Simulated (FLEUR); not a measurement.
Here is a FLEUR MaX-R8.1 (later development tree) calculation.

Contents of inp.xml:

```xml
<?xml version="1.0" encoding="UTF-8" standalone="no"?>
<fleurInput fleurInputVersion="0.39">
   <comment>
      V                                                                                                   
   </comment>
   <calculationSetup>
      <cutoffs Kmax="4.34" Gmax="13.4" GmaxXC="13.4" numbands="0"/>
      <scfLoop itmax="100" minDistance="0.0002" maxIterBroyd="50" imix="Anderson" alpha="0.05" precondParam="0.0" spinf="2.0" sdNocoIR="T"/>
      <coreElectrons ctail="T" frcor="F" kcrel="0" coretail_lmax="0"/>
      <xcFunctional name="vwn" relativisticCorrections="F"/>
      <magnetism jspins="2"/>
      <soc l_soc="F" theta="0.0" phi="0.0" spav="F"/>
      <expertModes spex="0" secvar="F"/>
      <geometryOptimization l_f="F" forcealpha="1.0" forcemix="BFGS" epsdisp="0.00001" epsforce="0.00001"/>
      <ldaU l_linMix="F" mixParam="0.05" spinf="1.0"/>
   </calculationSetup>
   <cell>
      <bzIntegration valenceElectrons="26.0" mode="hist" fermiSmearingEnergy="0.00183747">
         <kPointListSelection listName="default-1"/>
         <!-- k-points included here -->
         <xi:include xmlns:xi="http://www.w3.org/2001/XInclude" href="kpts.xml"> </xi:include>
      </bzIntegration>
      <!-- symmetry operations included here -->
      <xi:include xmlns:xi="http://www.w3.org/2001/XInclude" href="sym.xml"> </xi:include>
      <bulkLattice scale="1.0">
         <bravaisMatrix>
            <row-1>    4.9214026020139050     0.0000000000000000     0.0000000000000000</row-1>
            <row-2>   -2.4607013009124663     4.2620596754735596     0.0000000000000000</row-2>
            <row-3>    0.0000000000000000     0.0000000000000000     8.9258114344636645</row-3>
         </bravaisMatrix>
      </bulkLattice>
   </cell>
   <atomSpecies>
      <species name="Vanadium (2.000" element="V" atomicNumber="23">
         <mtSphere radius="2.26" gridPoints="753" logIncrement="0.016"/>
         <atomicCutoffs lmax="9" lnonsphr="9"/>
         <electronConfig flipSpins="F">
            <coreConfig>(1s1/2) (2s1/2) (2p1/2) (2p3/2)</coreConfig>
            <valenceConfig>(3s1/2) (3p1/2) (3p3/2) (4s1/2) (3d3/2) (3d5/2)</valenceConfig>
            <stateOccupation state="(3d3/2)" spinUp="0.7" spinDown="0.5"/>
            <stateOccupation state="(3d5/2)" spinUp="1.8" spinDown="0.0"/>
         </electronConfig>
         <energyParameters s="4" p="4" d="3" f="4"/>
         <ldaU l="2" U="1" J="0.0" l_amf="F"/>
         <lo type="SCLO" l="0" n="3" eDeriv="0"/>
         <lo type="SCLO" l="1" n="3" eDeriv="0"/>
         <lo type="SCLO" l="1" n="3" eDeriv="1"/>
         <lo type="SCLO" l="3" n="4" eDeriv="2"/>
      </species>
   </atomSpecies>
   <atomGroups>
      <atomGroup species="Vanadium (2.000">
         <relPos label="                   1">1.000/3.000 -1.000/3.000 1.000/4.000</relPos>
         <relPos label="                   2">-1.000/3.000 1.000/3.000 -1.000/4.000</relPos>
         <force calculate="T" relaxXYZ="TTT"/>
      </atomGroup>
   </atomGroups>
   <output dos="F" band="F" slice="F">
      <checks vchk="F" cdinf="F"/>
      <bandDOS minEnergy="-.5*Htr" maxEnergy="0.5*Htr" sigma="0.015" storeEVData="T"/>
      <vacuumDOS vacdos="F" integ="F" star="F" nstars="0" locx1="0.0" locy1="0.0" locx2="0.0" locy2="0.0" nstm="0" tworkf="0.0"/>
      <unfoldingBand unfoldBand="F" supercellX="1" supercellY="1" supercellZ="1"/>
      <plotting iplot="0" polar="F">
         <plot TwoD="T" vec1="  1.0  0.0  0.0" vec2="  0.0  1.0  0.0" vec3="  0.0  0.0  1.0" zero="  0.0  0.0  0.0" file="plot"/>
      </plotting>
      <chargeDensitySlicing numkpt="0" minEigenval="0.0" maxEigenval="0.0" nnne="0" pallst="F"/>
      <specialOutput eonly="F"/>
      <moessbauerParams electricFieldGradient="T" isomerShift="T" coreHyperfine="T" valenceHyperfine="T"/>
      <magneticCircularDichroism mcd="F" energyLo="-10.0" energyUp="0.0"/>
   </output>
  <!-- We include the file relax.xml here to enable relaxations (see documentation) -->
  <xi:include xmlns:xi="http://www.w3.org/2001/XInclude" href="relax.xml"> <xi:fallback/> </xi:include>
</fleurInput>
```

Contents of crystal.txt:

```
V
&input cartesian=F /
2.6042941027  0.0000000000  0.0000000000
-1.3021470513  2.2553848518  0.0000000000
0.0000000000  0.0000000000  4.7233360000
1.8897261246
1.0 1.0 1.0

2
23 0.3333333334  0.6666666668  0.2500000000 : 2.000
23 0.6666666668  0.3333333334  0.7500000000 : 2.000

&kpt div1=10 div2=10 div3=5 gamma=T /
```

Potentials or basis: all-electron, FLAPW.

The run is started by

```sh
$ inpgen -f crystal.txt -profile fastHighL
$ # inp.xml edited to the form shown
$ fleur_MPI
```

(1) Predict the band gap on the k mesh.

(2) Estimate the net moment.

Results:

(1) none (metal or under the smearing width).

(2) 0.00 μB per cell.

Caveat: the U is typed as a test and isn't derived for this compound.
